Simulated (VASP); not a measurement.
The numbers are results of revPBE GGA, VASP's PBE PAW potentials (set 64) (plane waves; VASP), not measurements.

VASP ran on this input.

**INCAR**
```
LASPH = .TRUE.   # aspherical one-centre terms
ISIF = 2   # forces and stress, cell fixed
LCHARG = .TRUE.
LWAVE = .FALSE.
ALGO = Normal   # blocked Davidson
LORBIT = 11
EDIFF = 1E-7
ENCUT = 520   # plane-wave cut-off (eV)
LREAL = .FALSE.
SYSTEM = CsCl
NELM = 100   # most electronic steps
NEDOS = 601
ISMEAR = -5   # tetrahedra, Bloechl
PREC = Accurate
LMAXMIX = 4   # l cut-off of mixed one-centre charges
GGA = RE   # revPBE
```

File POSCAR:
```
CsCl
1
    4.3411149253     0.0000000000     0.0000000000
    0.0000000000     4.3411149253     0.0000000000
    0.0000000000     0.0000000000     4.3411149253
Cs Cl
1 1
Direct
  0.0000000000   0.0000000000   0.0000000000
  0.5000000000   0.5000000000   0.5000000000
```

File KPOINTS:
```
K-points
0
G
  7 7 7
```

POTCAR, in this order: Cs_sv Cl (PBE.64 set). Program: vasp_std.

Output of the run:

File OSZICAR:
```
       N       E                     dE             d eps       ncg     rms          rms(c)
DAV:   1     0.999520009570E+02    0.99952E+02   -0.66798E+03   480   0.112E+03
DAV:   2     0.951355670545E+00   -0.99001E+02   -0.93616E+02   744   0.183E+02
DAV:   3    -0.656159185484E+01   -0.75129E+01   -0.74881E+01   584   0.584E+01
DAV:   4    -0.664498037366E+01   -0.83389E-01   -0.83334E-01   576   0.766E+00
DAV:   5    -0.664625735331E+01   -0.12770E-02   -0.12767E-02   616   0.941E-01    0.253E+00
DAV:   6    -0.621514614577E+01    0.43111E+00   -0.73126E-01   564   0.455E+00    0.202E+00
DAV:   7    -0.616657788455E+01    0.48568E-01   -0.24188E-01   644   0.266E+00    0.122E+00
DAV:   8    -0.617536554649E+01   -0.87877E-02   -0.27194E-02   552   0.130E+00    0.191E-01
DAV:   9    -0.617739368024E+01   -0.20281E-02   -0.74098E-03   616   0.561E-01    0.143E-01
DAV:  10    -0.617777750792E+01   -0.38383E-03   -0.83430E-04   560   0.245E-01    0.132E-02
DAV:  11    -0.617780815527E+01   -0.30647E-04   -0.63696E-05   652   0.586E-02    0.848E-03
DAV:  12    -0.617781314237E+01   -0.49871E-05   -0.23844E-05   552   0.375E-02    0.442E-03
DAV:  13    -0.617781299757E+01    0.14479E-06   -0.47980E-07   616   0.580E-03    0.235E-03
DAV:  14    -0.617781309636E+01   -0.98787E-07   -0.40796E-07   588   0.403E-03
   1 F= -.61778131E+01 E0= -.61778131E+01  d E =0.000000E+00
```

File OUTCAR:
```
------------------------ aborting loop because EDIFF is reached ----------------------------------------
  FORCE on cell =-STRESS in cart. coord.  units (eV):
  Direction    XX          YY          ZZ          XY          YZ          ZX
  --------------------------------------------------------------------------------------
  Total        0.0171998      0.0171998      0.0171998      0.0000000     -0.0000000      0.0000000
  in kB        0.3368446      0.3368446      0.3368446      0.0000000     -0.0000000      0.0000000
  external PRESSURE =       0.3368446 kB  Pullay stress =       0.0000000 kB
  volume of cell :       81.81
      direct lattice vectors                 reciprocal lattice vectors
     4.341114925  0.000000000  0.000000000     0.230355569  0.000000000  0.000000000
     0.000000000  4.341114925  0.000000000     0.000000000  0.230355569  0.000000000
     0.000000000  0.000000000  4.341114925     0.000000000  0.000000000  0.230355569
 POSITION                                       TOTAL-FORCE (eV/Angst)
 -----------------------------------------------------------------------------------
      0.00000      0.00000      0.00000         0.000000      0.000000      0.000000
      2.17056      2.17056      2.17056         0.000000      0.000000      0.000000
 -----------------------------------------------------------------------------------
    total drift:                                0.000000      0.000000     -0.000000
  FREE ENERGIE OF THE ION-ELECTRON SYSTEM (eV)
  ---------------------------------------------------
  free  energy   TOTEN  =        -6.1778130964 eV

  energy  without entropy=       -6.1778130964  energy(sigma->0) =       -6.17781310

 total charge

# of ion       s       p       d       tot
------------------------------------------
    1        1.834   4.733   0.019   6.586
    2        1.592   3.558   0.000   5.150
--------------------------------------------------
tot          3.427   8.290   0.019  11.736
```
(Selected blocks of OUTCAR.)

OUTCAR:
```
 val. band max:       -0.9161449758   @ k =   0.0000   0.0000   0.0000

 cond. band min:       3.9691554902   @ k =   0.0000   0.0000   0.0000


 Fermi energy:        -0.8774184419

 k-point     1 :       0.0000    0.0000    0.0000
  band No.  band energies     occupation
      1     -20.6119      2.00000
      2     -12.9111      2.00000
      3      -7.2006      2.00000
      4      -7.2006      2.00000
      5      -7.2006      2.00000
      6      -0.9161      2.00000
      7      -0.9161      2.00000
      8      -0.9161      2.00000
      9       3.9692      0.00000
     10       4.7195      0.00000
     11       4.7195      0.00000
     12       8.5480      0.00000

 k-point     2 :       0.1429    0.0000    0.0000
  band No.  band energies     occupation
      1     -20.6042      2.00000
      2     -12.9121      2.00000
      3      -7.2764      2.00000
      4      -7.1869      2.00000
      5      -7.1869      2.00000
      6      -1.1045      2.00000
      7      -0.9381      2.00000
      8      -0.9381      2.00000
      9       4.3589      0.00000
     10       4.8326      0.00000
     11       5.0901      0.00000
     12       8.4007      0.00000

 k-point     3 :       0.2857    0.0000    0.0000
  band No.  band energies     occupation
      1     -20.5870      2.00000
      2     -12.9149      2.00000
      3      -7.4371      2.00000
      4      -7.1555      2.00000
      5      -7.1555      2.00000
      6      -1.4719      2.00000
      7      -0.9887      2.00000
      8      -0.9887      2.00000
      9       5.1356      0.00000
     10       5.2410      0.00000
     11       6.0613      0.00000
     12       8.1518      0.00000

 k-point     4 :       0.4286    0.0000    0.0000
  band No.  band energies     occupation
      1     -20.5730      2.00000
      2     -12.9178      2.00000
      3      -7.5573      2.00000
      4      -7.1300      2.00000
      5      -7.1300      2.00000
      6      -1.7276      2.00000
...
```

Unless said otherwise, spin-orbit coupling is left out, though it shifts the bands of the heavy elements here.

The compound is CsCl in the CsCl type structure. It was relaxed first, which changed the volume by +17 %.
